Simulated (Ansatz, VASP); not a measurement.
**HfTe2 (1T-HfTe2, 3 layers) in two plane-wave programs**

Aim: how closely do two programs agree when they are given the same cell, functional and k mesh? The structure shown is the start of the Ansatz relaxation below; VASP solves that cell, so the two are compared at the walk's first step.

Calculated with Ansatz 0.2.0; plane waves, with VASP 6.6.1 beside it; single point at PBEsol with D3(BJ).

## Step 1: The starting structure

The cell holds 9 atoms: 6 Te and 3 Hf. Cell: a = 3.970 Å, b = 3.970 Å, c = 66.979 Å, α = 90.0°, β = 90.0°, γ = 120.0°. Vacuum lies along c.

Structure file:

```cif
data_structure
_symmetry_space_group_name_H-M 'P 1'
_symmetry_Int_Tables_number 1
_cell_length_a 3.9700
_cell_length_b 3.9700
_cell_length_c 66.9794
_cell_angle_alpha 90.000
_cell_angle_beta 90.000
_cell_angle_gamma 120.000
_cell_volume 914.23
loop_
_atom_site_label
_atom_site_type_symbol
_atom_site_fract_x
_atom_site_fract_y
_atom_site_fract_z
_atom_site_occupancy
Te1 Te 0.66667 0.33333 0.36578 1
Te2 Te 0.33333 0.66667 0.42242 1
Te3 Te 0.66667 0.33333 0.47168 1
Te4 Te 0.33333 0.66667 0.52832 1
Te5 Te 0.66667 0.33333 0.57758 1
Te6 Te 0.33333 0.66667 0.63422 1
Hf7 Hf 0.00000 0.00000 0.39410 1
Hf8 Hf 0.00000 0.00000 0.50000 1
Hf9 Hf 0.00000 0.00000 0.60590 1
```

## Step 2: Ansatz: relaxation, PBEsol with D3(BJ)

Ansatz runs on its default PAW (the set named soft_2) files.

The two programs are compared at the cell with which this relaxation starts, whose forces are those of its first step.

input.yaml reads:

```yaml
crystal:
  lattice:
    - [3.97, 0.0, 0.0]
    - [-1.985, 3.438120853, 0.0]
    - [0.0, 0.0, 66.9794419922]
  atoms:
    - { symbol: Te, position: [0.6666666667, 0.3333333333, 0.3657838774] }
    - { symbol: Hf, position: [0.0, 0.0, 0.3940996353] }
    - { symbol: Te, position: [0.3333333333, 0.6666666667, 0.4224153933] }
    - { symbol: Te, position: [0.6666666667, 0.3333333333, 0.4716842421] }
    - { symbol: Hf, position: [0.0, 0.0, 0.5] }
    - { symbol: Te, position: [0.3333333333, 0.6666666667, 0.5283157579] }
    - { symbol: Te, position: [0.6666666667, 0.3333333333, 0.5775846067] }
    - { symbol: Hf, position: [0.0, 0.0, 0.6059003647] }
    - { symbol: Te, position: [0.3333333333, 0.6666666667, 0.6342161226] }
  periodic: [true, true, false]
kpoints:
  mp_grid: { grid: [12, 12, 1] }
hamiltonian:
  xc: pbesol
  dispersion: d3bj
scf:
  occupations: { method: fermi_dirac, width: 0.1 }
  convergence: { dr2_threshold: 1.0e-09 }
relax:
  f_tol: 0.01
  max_steps: 60
  cell: {}
output:
  write_potential: true
  write_density: true
  volumetric_format: npy
```

On the command line:

```console
$ ansatz run input.yaml --threads 4 --pin off --max-ram 6144MiB --backend cpu --events-out ev --progress --plain --runs-dir out
```

Numbers of over 12 decimals in the logs are rounded to 6 here.

Log:

```text
Warning: relax.cell: scf.convergence.dr2_threshold = 1e-9 eV is looser than the 1.14964673836e-10 eV advised for a relaxation that steers and ends on the stress (1e-10 eV for each atom of the cell: 9, times the square of relax.cell.stress_2d_tol = 0.05 N/m over 28.0 Å (the atoms' height at the walk's start and 5 Å past either face), 1.787e-2 GPa, over a crystal's default 0.05). What an SCF threshold leaves in a stress goes as its square root, and in the free energy as the threshold itself, and one threshold admits the most on a small cell: [figures from the program's tests cut] Set scf.convergence.dr2_threshold to 1.14964673836e-10 eV or tighter. [rest of the remark cut]
Engine: ansatz 0.2.0, aarch64-unknown-linux-gnu
Pseudopotentials: kind: paw
Pseudopotential: Te, paw, valence charge 16, recommended cutoff 420 eV (normal), Te.paw.azcp
Pseudopotential: Hf, paw, valence charge 26, recommended cutoff 420 eV (normal), Hf.paw.azcp
Functional definition: PBEsol
  exchange = pbesol_x
  correlation = pbesol_c
Crystal: 9 atoms, lattice volume = 914.225 Å³
Basis set: ecut = 420 eV, 18055 PW (Γ), exchange–correlation on 54×54×900 points (8 copies of the dense FFT grid, shifted against one another)
Bands: 105, of which v1, the nominal top of the filled ones, is band 87 counted from 1 (86 counted from 0)
Symmetry: 12 space group operations
Space group: P-3m1 (ITA 164), of the structure as read, at distance tolerance 9.7e-5 Å
k-points: 19 of 144
Non-local potential: Te, projectors of the file, l = 0: 2, l = 1: 2, l = 2: 2, l = 3: 2
Non-local potential: Hf, projectors of the file, l = 0: 3, l = 1: 2, l = 2: 2, l = 3: 3
PAW form: soft (Blöchl's): semilocal exchange-correlation on the pseudo side does not see the compensation charge
PAW frozen core: Te, regenerated for the run's functional, and the local potential with it (the file was generated under x = pbe(κ = 0.804, μ = 0.219515), c = pbe(β = 0.066725))
PAW frozen core: Hf, regenerated for the run's functional, and the local potential with it (the file was generated under x = pbe(κ = 0.804, μ = 0.219515), c = pbe(β = 0.066725))
PAW one-centre angular grid: Te, 590 points (default); XC on 64 Gauss nodes
PAW one-centre angular grid: Hf, 590 points (default); XC on 64 Gauss nodes
Initial density: superposition of atomic densities (neutral atoms: chi_scale 0, normalization atom), corrected by the library's trained network
Initial wavefunctions: pseudopotential atomic-orbital guess
Functional: x = pbesol(κ = 0.804, μ = 0.123457), c = pbesol(β = 0.046)
SCF iter   1: F=—  HF=-88212.863366 eV  |F-HF|=—  |Δ(HF+E_count)|=         —  Δρ=1.52e-3  dr2=3.29e-2  ethr=1.77e-3  ⟨swp⟩=11.2  Hψ=10737  notcnv=0  defer=11
preconditioner: auto → LDOS  [metal: Δε(μ)=0.050 eV  Ē_g=11.204 eV  σ=0.100 eV  W_gap=0.12  n_scr=170 (ndim 8)  ℏωp=11.7 eV  f_vac=0.678  D(μ)=2.40/eV (n_scr^D=14)  β→1.0]
SCF iter   2: F=—  HF=-88212.866349 eV  |F-HF|=—  |Δ(HF+E_count)|=   2.98e-3  Δρ=9.58e-4  dr2=1.60e-2  ethr=1.89e-5  ⟨swp⟩=3.8  Hψ=4701  notcnv=0  defer=35
SCF iter   3: F=—  HF=-88212.860014 eV  |F-HF|=—  |Δ(HF+E_count)|=   6.33e-3  Δρ=2.11e-4  dr2=6.69e-4  ethr=9.18e-6  ⟨swp⟩=3.0  Hψ=4057  notcnv=0  defer=35
SCF iter   4: F=—  HF=-88212.859910 eV  |F-HF|=—  |Δ(HF+E_count)|=   1.04e-4  Δρ=7.21e-5  dr2=1.84e-4  ethr=3.85e-7  ⟨swp⟩=3.0  Hψ=4285  notcnv=0  defer=35
SCF iter   5: F=—  HF=-88212.859888 eV  |F-HF|=—  |Δ(HF+E_count)|=   2.21e-5  Δρ=1.90e-5  dr2=1.01e-5  ethr=1.06e-7  ⟨swp⟩=3.2  Hψ=3948  notcnv=0  defer=35
SCF iter   6: F=—  HF=-88212.859984 eV  |F-HF|=—  |Δ(HF+E_count)|=   9.63e-5  Δρ=6.44e-6  dr2=3.40e-7  ethr=5.79e-9  ⟨swp⟩=3.0  Hψ=3146  notcnv=0  defer=33
SCF iter   7: F=—  HF=-88212.859985 eV  |F-HF|=—  |Δ(HF+E_count)|=   5.99e-7  Δρ=2.61e-6  dr2=9.62e-8  ethr=1.95e-10  ⟨swp⟩=3.3  Hψ=4517  notcnv=0  defer=31
SCF iter   8: F=—  HF=-88212.859985 eV  |F-HF|=—  |Δ(HF+E_count)|=   3.09e-7  Δρ=8.02e-7  dr2=7.78e-9  ethr=5.53e-11  ⟨swp⟩=2.9  Hψ=3873  notcnv=0  defer=30
SCF iter   9: F=-88212.859985 eV  HF=-88212.859985 eV  |F-HF|=1.94e-8  |Δ(HF+E_count)|=   6.50e-8  Δρ=2.81e-7  dr2=6.84e-10  ethr=1.00e-12  ⟨swp⟩=11.9  Hψ=14160  notcnv=0
SCF 1 converged in 9 iterations: F = -88212.859985 eV  dr2 = 6.84e-10
  greatest PAW one-centre occupation: 0.998 electrons in one spin orbital (limit 2), on the Hf atom at site 7 (counted from 0), in its partial waves of l = 3
[...]
SCF iter   7: F=-88214.041170 eV  HF=-88214.041170 eV  |F-HF|=1.19e-9  |Δ(HF+E_count)|=   2.82e-9  Δρ=4.77e-8  dr2=2.43e-11  ethr=1.00e-12  ⟨swp⟩=8.9  Hψ=12146  notcnv=0
SCF 9 converged in 7 iterations: F = -88214.041170 eV  dr2 = 2.43e-11
  greatest PAW one-centre occupation: 0.998 electrons in one spin orbital (limit 2), on the Te atom at site 5 (counted from 0), in its partial waves of l = 2
relax step   9: F+E_penalty+E_count = -88214.04116952 eV  Δ(F+E_penalty+E_count) = +4.486e-3 eV  max|allowed force component| = 1.259e-3 eV/Å  Δτ_max = 0.0000 Å  P = -0.004 N/m  Ω = 834.644 Å³  fix = [c, alpha, beta]  reactions: c -0.000 N/m  stress off target by 4.17e-3 N/m on what of the cell is left free  SCF on the basis re-selected at this cell (its energy is not comparable with the rows above)  (7 SCF iters)
basis re-selected at this cell: Δ(F+E_penalty+E_count) = +4.486e-3 eV, ΔP = -0.012 N/m vs the last step (what re-selecting the basis moved, of the pressure what is left beyond the Pulay correction that the steps carried, after the strain that the cell walked since its last selection, with what the two solves' SCF thresholds leave and, on support functions, any second-order correction that the steps lacked; it is no m [...]
SCF converged after 7 iterations
an eigenvalue changed by more than its tolerance at an iteration that met the thresholds in force, so the SCF went on 1 time: the last check found none over its tolerance
Free energy (F): -88214.041170 eV
Harris-Foulkes:  -88214.041170 eV  (|F-HF|=1.19e-9)
Internal energy: -88213.954622 eV  (E = F + TS)
E sigma→0 (E₀):  -88213.997896 eV
Entropy (-TS):   -0.086548 eV (-9.616 meV/atom)
Fermi energy:    -4.779319 eV
--- Per-component energies (eV) ---
  E_band       = -4703.376325
  E_kinetic    = 2361.075175
  E_local      = -2328989.125081  (includes V_loc(G=0)·N_el)
  E_nonlocal   = -5561.407065
  E_hartree    = 1163466.110087
  E_xc         = -1636.451204
  E_vxc        = -1427.340862  (∫ρ·V_xc dr)
  E_paw        = -47929.217363  (= ΣΔE_a)
  E_vpaw       = 1981.202953  (= ΣTr[D̂ρ^β])
  E_aug_tail   = -0.001151  (compensation charges beyond the density's cutoff)
  E_ewald      = 1130072.846497
  E_disp       = -3.786682  (pairwise vdW)
  E_core_change = 6.002166  (= ΣΔE_core)
  E_smearing   = -0.086548  (= −TS)
  E_closure    = 0.000000  (closes the sum)
  Σ components = -88214.041170   (vs F -88214.041170, Δ=0.00e0)
--- Forces (eV/Å), atoms counted from 1 ---
  atom   1  Te    -0.00000000    -0.00000000    -0.00026772
  atom   2  Hf     0.00000000     0.00000000    -0.00054735
  atom   3  Te     0.00000000     0.00000000     0.00078029
  atom   4  Te     0.00000000    -0.00000000    -0.00125922
  atom   5  Hf     0.00000000     0.00000000     0.00000000
  atom   6  Te     0.00000000     0.00000000     0.00125922
  atom   7  Te     0.00000000    -0.00000000    -0.00078029
  atom   8  Hf    -0.00000000    -0.00000000     0.00054735
  atom   9  Te    -0.00000000     0.00000000     0.00026772
  max |Σ_I F_I| component: 2.31e-18 eV/Å
--- 2D stress c σ (N/m, compression-positive) ---
       -0.004174      -0.000000      -0.000000
       -0.000000      -0.004174      -0.000000
       -0.000000      -0.000000      -0.000000
  P = ½ c Tr σ = -0.0042 N/m
--- Band table (eV; the first three rows and the last of 19) ---
  k-point 0: bands = [... 83 lower, -4.0907, -4.0535, -4.0535, -3.9227, -3.9227, -3.6788, -3.6788, -3.6342, ... 14 higher]
  k-point 1: bands = [... 83 lower, -4.8603, -4.7416, -4.5227, -4.4070, -4.0166, -3.6779, -3.6463, -3.3192, ... 14 higher]
  k-point 2: bands = [... 83 lower, -5.2835, -5.1367, -5.0497, -4.9227, -4.1897, -3.9697, -3.8987, -3.1484, ... 14 higher]
  k-point 18: bands = [... 83 lower, -7.0392, -7.0392, -6.8370, -6.8370, -2.9788, -2.9788, -2.8916, -2.8022, ... 14 higher]
  the weakly bound empty levels are not read free of the cell's end (no_gap_told)
--- Relaxed structure (8 steps of the walk, 8 accepted, 1 SCFs on fresh bases) ---
  F+E_penalty+E_count = -88214.04116952 eV   max|allowed force component| = 1.259e-3 eV/Å   (the final SCF, on the basis selected at the relaxed cell)
  cell:  # Å, volume = 834.6435 Å³
    - [3.793276, 0.0, 0]
    - [-1.896638, 3.285073, 0]
    - [0, 0, 66.9794419922]
  atoms:
    - { symbol: Te, position: [0.666667, 0.333333, 0.376951] }
    - { symbol: Hf, position: [0, 0, 0.404075] }
    - { symbol: Te, position: [0.333333, 0.666667, 0.430989] }
    - { symbol: Te, position: [0.666667, 0.333333, 0.473090] }
    - { symbol: Hf, position: [0, 0, 0.5] }
    - { symbol: Te, position: [0.333333, 0.666667, 0.526910] }
    - { symbol: Te, position: [0.666667, 0.333333, 0.569011] }
    - { symbol: Hf, position: [0, 0, 0.595925] }
    - { symbol: Te, position: [0.333333, 0.666667, 0.623049] }
```

Reading the cycles: dr2 is the Hartree energy of the density residual (eV), the measure of convergence; HF is the Harris–Foulkes estimate of the energy, which meets the free energy F at convergence.

[end of part 1 of 2]

[Lines on the potential files, build, host, timing and source positions are cut from VASP's logs without a mark.]

[Logs are printed without paths, hosts, clocks, repeated set-up lines and the standing remarks that a program may print on its own settings, such as how far it seeks lower states.]

[Hosts, paths, dates, database ids (printed as entryN), source tags and the programs' standing remarks are cut or masked in the printed files.]
